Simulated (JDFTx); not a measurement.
# SrO (Fm-3m) in JDFTx: a series of runs

Runs on SrO. Level: PBEsol. Tasks: equation of state.

Everything below comes from runs of JDFTx 1.7.0 (patched build). Logs are shortened: lines on timing, memory, paths and dates and some standing lists are left out, and cuts for length are marked. The log counts tension as positive stress, the text compression.

**1. The crystal as given**

The structure is cubic, space group Fm-3m (No. 225). Conventional cell: a = 5.133 Å, b = 5.133 Å, c = 5.133 Å, α = 90.00°, β = 90.00°, γ = 90.00°. Sr (site symmetry m-3m) has 6 O at 2.57 Å as nearest neighbours. Around O (site symmetry m-3m) lie 6 Sr at 2.57 Å.

**2. Equation of state, PBEsol, 15.89 Å³/atom (volume scaled by 0.94)**

Input file SrO.in:

```
lattice Face-Centered Cubic 9.5012097233
coords-type Lattice
ion Sr     0.5000000000     0.5000000000     0.5000000000 1
ion O      0.0000000000     0.0000000000     0.0000000000 1

ion-species pseudo/Sr.upf
ion-species pseudo/O.upf
elec-cutoff 42 336
elec-ex-corr gga-PBEsol
kpoint-folding 9 9 9
elec-smearing Fermi 0.0018374661
elec-n-bands 14
electronic-SCF nIterations 100 energyDiffThreshold 1e-09
electronic-minimize nIterations 30 energyDiffThreshold 1e-7
forces-output-coords Cartesian

dump-name run.$VAR
dump End Ecomponents EigStats BandEigs Kpoints Forces Stress
```

Potentials or basis: PseudoDojo-SR-PBEsol-0.4.1-standard with smoothed tails.

Started as:

```bash
$ jdftx -c 1 -i SrO.in -o SrO.out
```

Log:

```text
*************** JDFTx 1.7.0 (patched build) ***************

Input parsed successfully to the following command list (including defaults):
[... the input with its defaults ...]

---------- Setting up symmetries ----------

Found 48 point-group symmetries of the bravais lattice
Found 48 space-group symmetries with basis
Applied RMS atom displacement 0 bohrs to make symmetries exact.

---------- Initializing the Grid ----------
R =
[            0       4.7506       4.7506  ]
[       4.7506            0       4.7506  ]
[       4.7506       4.7506            0  ]
unit cell volume = 214.426
G =
[  -0.661304   0.661304   0.661304  ]
[   0.661304  -0.661304   0.661304  ]
[   0.661304   0.661304  -0.661304  ]
Minimum fftbox size, Smin = [  56  56  56  ]
Chosen fftbox size, S = [  56  56  56  ]

---------- Initializing tighter grid for wavefunction operations ----------
R =
[            0       4.7506       4.7506  ]
[       4.7506            0       4.7506  ]
[       4.7506       4.7506            0  ]
unit cell volume = 214.426
G =
[  -0.661304   0.661304   0.661304  ]
[   0.661304  -0.661304   0.661304  ]
[   0.661304   0.661304  -0.661304  ]
Minimum fftbox size, Smin = [  40  40  40  ]
Chosen fftbox size, S = [  40  40  40  ]

---------- Exchange Correlation functional ----------
Initalized PBEsol GGA exchange.
Initalized PBEsol GGA correlation.

---------- Setting up pseudopotentials ----------
Width of ionic core gaussian charges (only for fluid interactions / plotting) set to 0

Reading pseudopotential file 'pseudo/Sr.upf':
  'Sr' pseudopotential, 'PBESOL' functional
  Generated using ONCVPSP code by D. R. Hamann
  10 valence electrons, 3 orbitals, 6 projectors, 1001 radial grid points, with lMax = 2
    4S    l: 0   occupation:  2.0   eigenvalue: -1.502109
    4P    l: 1   occupation:  6.0   eigenvalue: -0.838136
    5S    l: 0   occupation:  2.0   eigenvalue: -0.129954
  Core radius for overlap checks: 1.50 bohrs.

Reading pseudopotential file 'pseudo/O.upf':
  'O' pseudopotential, 'PBESOL' functional
  Generated using ONCVPSP code by D. R. Hamann
  6 valence electrons, 2 orbitals, 5 projectors, 936 radial grid points, with lMax = 2
    2S    l: 0   occupation:  2.0   eigenvalue: -0.874950
    2P    l: 1   occupation:  4.0   eigenvalue: -0.329796
  Core radius for overlap checks: 1.39 bohrs.

Initialized 2 species with 2 total atoms.

Folded 1 k-points by 9x9x9 to 729 k-points.

---------- Setting up k-points, bands, fillings ----------
Reduced to 35 k-points under symmetry.
Computing the number of bands and number of electrons
Calculating initial fillings.
nElectrons:  16.000000   nBands: 14   nStates: 35

----- Setting up reduced wavefunction bases (one per k-point) -----
average nbasis = 2787.178 , ideal nbasis = 2787.691

---------- Setting up ewald sum ----------
Optimum gaussian width for ewald sums = 2.157643 bohr.
Real space sum over 1331 unit cells with max indices [  5  5  5  ]
Reciprocal space sum over 2197 terms with max indices [  6  6  6  ]

---------- Allocating electronic variables ----------
Initializing wave functions:  linear combination of atomic orbitals
Note: number of bands (14) exceeds available atomic orbitals (9)
Sr pseudo-atom occupations:   s ( 2 2 )  p ( 6 )
O pseudo-atom occupations:   s ( 2 )  p ( 4 )
	FillingsUpdate:  mu: +0.632246611  nElectrons: 16.000000
LCAOMinimize: Iter:   0  F: -46.7626828383428261  |grad|_K:  1.118e-02  alpha:  1.000e+00
	FillingsUpdate:  mu: +0.531438407  nElectrons: 16.000000
LCAOMinimize: Iter:   1  F: -46.9288762249538536  |grad|_K:  5.759e-03  alpha:  2.298e-01  linmin: -3.146e-01  cgtest:  8.488e-01
LCAOMinimize: Encountered beta<0, resetting CG.
[... 14 lines of inner loops ...]
LCAOMinimize: Iter:   6  F: -46.9723513547849478  |grad|_K:  1.965e-06  alpha:  3.860e-01  linmin: -5.228e-04  cgtest:  1.510e-02
	FillingsUpdate:  mu: +0.460408490  nElectrons: 16.000000
LCAOMinimize: Iter:   7  F: -46.9723513644095476  |grad|_K:  6.389e-08  alpha:  7.262e-01  linmin:  1.422e-03  cgtest: -3.548e-02
LCAOMinimize: Converged (|Delta F|<1.000000e-06 for 2 iters).

-------- Electronic minimization -----------
Will mix electronic density at each iteration.
	FillingsUpdate:  mu: +0.460408490  nElectrons: 16.000000
	FillingsUpdate:  mu: +0.401393652  nElectrons: 16.000000
SCF: Cycle:  0   F: -46.998865817588118   dF: -2.651e-02   |Residual|: 2.380e-01   |deigs|: 2.473e-01
	FillingsUpdate:  mu: +0.384610948  nElectrons: 16.000000
SCF: Cycle:  1   F: -47.068465258642483   dF: -6.960e-02   |Residual|: 1.094e-01   |deigs|: 4.188e-02
	FillingsUpdate:  mu: +0.383511817  nElectrons: 16.000000
SCF: Cycle:  2   F: -47.081942607854160   dF: -1.348e-02   |Residual|: 1.721e-02   |deigs|: 1.236e-02
	FillingsUpdate:  mu: +0.385704042  nElectrons: 16.000000
SCF: Cycle:  3   F: -47.081912145877610   dF: +3.046e-05   |Residual|: 1.306e-02   |deigs|: 4.275e-03
	FillingsUpdate:  mu: +0.385970614  nElectrons: 16.000000
SCF: Cycle:  4   F: -47.082086078438927   dF: -1.739e-04   |Residual|: 1.987e-03   |deigs|: 2.339e-03
	FillingsUpdate:  mu: +0.386155478  nElectrons: 16.000000
SCF: Cycle:  5   F: -47.082087089287327   dF: -1.011e-06   |Residual|: 8.553e-04   |deigs|: 1.021e-03
	FillingsUpdate:  mu: +0.386165954  nElectrons: 16.000000
SCF: Cycle:  6   F: -47.082087287467360   dF: -1.982e-07   |Residual|: 5.480e-04   |deigs|: 3.416e-04
	FillingsUpdate:  mu: +0.386187127  nElectrons: 16.000000
SCF: Cycle:  7   F: -47.082087518851772   dF: -2.314e-07   |Residual|: 1.550e-04   |deigs|: 2.367e-04
	FillingsUpdate:  mu: +0.386199453  nElectrons: 16.000000
SCF: Cycle:  8   F: -47.082087524334526   dF: -5.483e-09   |Residual|: 7.855e-05   |deigs|: 2.019e-04
	FillingsUpdate:  mu: +0.386197279  nElectrons: 16.000000
SCF: Cycle:  9   F: -47.082087530388733   dF: -6.054e-09   |Residual|: 8.719e-06   |deigs|: 1.728e-04
	FillingsUpdate:  mu: +0.386198219  nElectrons: 16.000000
SCF: Cycle: 10   F: -47.082087530623539   dF: -2.348e-10   |Residual|: 6.939e-06   |deigs|: 1.786e-04
	FillingsUpdate:  mu: +0.386198658  nElectrons: 16.000000
SCF: Cycle: 11   F: -47.082087530721182   dF: -9.764e-11   |Residual|: 1.398e-06   |deigs|: 5.967e-04
SCF: Converged (|Delta E|<1.000000e-09 for 2 iters).

Setting wave functions to eigenvectors of Hamiltonian

# Stress tensor in Cartesian coordinates [Eh/a0^3]:
[  -0.00019424            0            0  ]
[            0  -0.00019424            0  ]
[            0            0  -0.00019424  ]

# Ionic positions in lattice coordinates:
ion Sr   0.500000000000000   0.500000000000000   0.500000000000000 1
ion O   0.000000000000000   0.000000000000000   0.000000000000000 1

# Forces in Cartesian coordinates:
force Sr   0.000000000000000   0.000000000000000  -0.000000000000000 1
force O   0.000000000000000  -0.000000000000000  -0.000000000000000 1

# Energy components:
   Eewald =      -39.6954288047845480
       EH =        7.9027915797920194
     Eloc =      -29.4026021855062432
      Enl =        2.5870128929663880
      Exc =      -12.5486439743711067
 Exc_core =        3.7266318505023728
       KE =       20.3481511106799395
-------------------------------------
     Etot =      -47.0820875307211821
       TS =        0.0000000000000019
-------------------------------------
        F =      -47.0820875307211821

IonicMinimize: Iter:   0  F: -47.082087530721182  |grad|_K:  1.921e-41
IonicMinimize: Converged (|grad|_K<1.000000e-04).

#--- Lowdin population analysis ---
# oxidation-state Sr +1.648
# oxidation-state O -1.337

Dumping 'run.eigStats' ...
	eMin: -0.857060 at state 0 ( [ +0.000000 +0.000000 +0.000000 ] spin 0 )
	HOMO: +0.317144 at state 0 ( [ +0.000000 +0.000000 +0.000000 ] spin 0 )
	mu  : +0.386199
	LUMO: +0.435511 at state 23 ( [ +0.000000 +0.444444 +0.444444 ] spin 0 )
	eMax: +0.836324 at state 31 ( [ +0.111111 +0.333333 -0.222222 ] spin 0 )
	HOMO-LUMO gap: +0.118366
	Optical gap  : +0.119584 at state 23 ( [ +0.000000 +0.444444 +0.444444 ] spin 0 )
Done!
[note: the Lowdin charges miss the electrons that lie outside the files' atomic orbitals]
[note: mu as printed may lie anywhere between the filled and the empty levels]
```

It took 26 s on 1 thread of AMD EPYC 9R45 (Zen 5), shared host; peak memory 0.12 GiB.

What came out:

```
Free energy            : -1281.1689 eV
Pressure               : 5.7 GPa
Band gap on the k mesh : 3.22 eV, indirect (least direct gap 3.25 eV)
```

Caveat: an odd mesh through Γ misses points on the zone boundary, where band edges often lie.

**3. Equation of state, PBEsol, 16.23 Å³/atom (volume scaled by 0.96)**

SrO.in, as its differences from that of step 2:

```diff
@@ -1,2 +1,2 @@
-lattice Face-Centered Cubic 9.5012097233
+lattice Face-Centered Cubic 9.5681218554
 coords-type Lattice
@@ -17,2 +17,2 @@
 dump-name run.$VAR
-dump End Ecomponents EigStats BandEigs Kpoints Forces Stress
+dump End Ecomponents EigStats BandEigs Kpoints Forces Stress ElecDensity Dtot KEdensity
```

Potentials or basis: PseudoDojo-SR-PBEsol-0.4.1-standard with smoothed tails.

Started as:

```bash
$ jdftx -c 1 -i SrO.in -o SrO.out
```

Run time: 28 s. Hardware: 1 thread of AMD EPYC 9R45 (Zen 5), shared host; peak memory 0.13 GiB.

Results (log left out):

- Free energy: -1281.1879 eV
- Pressure: 3.3 GPa
- Band gap on the k mesh: 3.24 eV, indirect (least direct gap 3.29 eV)

Caveat: an odd mesh through Γ misses points on the zone boundary, where band edges often lie.

**4. Equation of state, PBEsol, 16.56 Å³/atom (volume scaled by 0.98)**

SrO.in, as its differences from that of step 3:

```diff
@@ -1,2 +1,2 @@
-lattice Face-Centered Cubic 9.5681218554
+lattice Face-Centered Cubic 9.6341109881
 coords-type Lattice
```

Started as:

```bash
$ jdftx -c 1 -i SrO.in -o SrO.out
```

Wall time 28 s (1 thread of AMD EPYC 9R45 (Zen 5), shared host); peak memory 0.13 GiB.

Results (log left out):

```
Free energy            : -1281.1974 eV
Pressure               : 1.2 GPa
Band gap on the k mesh : 3.25 eV, indirect (least direct gap 3.32 eV)
```

Caveat: an odd mesh through Γ misses points on the zone boundary, where band edges often lie.

**5. Equation of state, PBEsol, 16.90 Å³/atom**

SrO.in, as its differences from that of step 4:

```diff
@@ -1,2 +1,2 @@
-lattice Face-Centered Cubic 9.6341109881
+lattice Face-Centered Cubic 9.6992083073
 coords-type Lattice
```

Started as:

```bash
$ jdftx -c 1 -i SrO.in -o SrO.out
```

It took 39 s on 1 thread of AMD EPYC 9R45 (Zen 5), shared host; peak memory 0.13 GiB.

It converged, with:

- Free energy: -1281.1983 eV
- Pressure: -0.8 GPa
- Band gap on the k mesh: 3.27 eV, indirect (least direct gap 3.35 eV)

Caveat: an odd mesh through Γ misses points on the zone boundary, where band edges often lie.

**6. Equation of state, PBEsol, 17.24 Å³/atom (volume scaled by 1.02)**

SrO.in, as its differences from that of step 5:

```diff
@@ -1,2 +1,2 @@
-lattice Face-Centered Cubic 9.6992083073
+lattice Face-Centered Cubic 9.7634433467
 coords-type Lattice
```

Potentials or basis: PseudoDojo-SR-PBEsol-0.4.1-standard with smoothed tails.

Started as:

```bash
$ jdftx -c 1 -i SrO.in -o SrO.out
```

Run time: 39 s. Hardware: 1 thread of AMD EPYC 9R45 (Zen 5), shared host; peak memory 0.13 GiB.

The run converged. Its results:

- Free energy: -1281.1915 eV
- Pressure: -2.5 GPa
- Band gap on the k mesh: 3.28 eV, indirect (least direct gap 3.37 eV)

Caveat: an odd mesh through Γ misses points on the zone boundary, where band edges often lie.

**7. Equation of state, PBEsol, 17.58 Å³/atom (volume scaled by 1.04)**

SrO.in, as its differences from that of step 6:

```diff
@@ -1,2 +1,2 @@
-lattice Face-Centered Cubic 9.7634433467
+lattice Face-Centered Cubic 9.8268441060
 coords-type Lattice
```

Started as:

```bash
$ jdftx -c 1 -i SrO.in -o SrO.out
```

Run time: 39 s. Hardware: 1 thread of AMD EPYC 9R45 (Zen 5), shared host; peak memory 0.14 GiB.

The run converged. Its results:

| Item | Value |
| --- | --- |
| Free energy | -1281.1779 eV |
| Pressure | -4.0 GPa |
| Band gap on the k mesh | 3.29 eV, indirect (least direct gap 3.39 eV) |

Caveat: an odd mesh through Γ misses points on the zone boundary, where band edges often lie.

**8. Equation of state, PBEsol, 17.92 Å³/atom (volume scaled by 1.06)**

SrO.in, as its differences from that of step 7:

```diff
@@ -1,2 +1,2 @@
-lattice Face-Centered Cubic 9.8268441060
+lattice Face-Centered Cubic 9.8894371575
 coords-type Lattice
```

Started as:

```bash
$ jdftx -c 1 -i SrO.in -o SrO.out
```

It took 39 s on 1 thread of AMD EPYC 9R45 (Zen 5), shared host; peak memory 0.14 GiB.

The run converged. Its results:

| Property | Result |
| --- | --- |
| Free energy | -1281.1582 eV |
| Pressure | -5.4 GPa |
| Band gap on the k mesh | 3.29 eV, indirect (least direct gap 3.41 eV) |

Caveat: an odd mesh through Γ misses points on the zone boundary, where band edges often lie.

**9. Equation of state, PBEsol**

Potentials or basis: PseudoDojo-SR-PBEsol-0.4.1-standard with smoothed tails.

This step only gathers the single runs of the series.

Results:

```yaml
Equilibrium_volume: 16.77 Å³/atom
Bulk_modulus: 94 GPa
Pressure_derivative_of_the_bulk_modulus: 4.5
```

Energy against volume, from the lowest point:
```tsv
volume (Å³/atom)	energy (meV/atom)
15.887	14.72
16.225	5.19
16.563	0.45
16.901	0.00
17.239	3.38
17.577	10.19
17.915	20.07
```
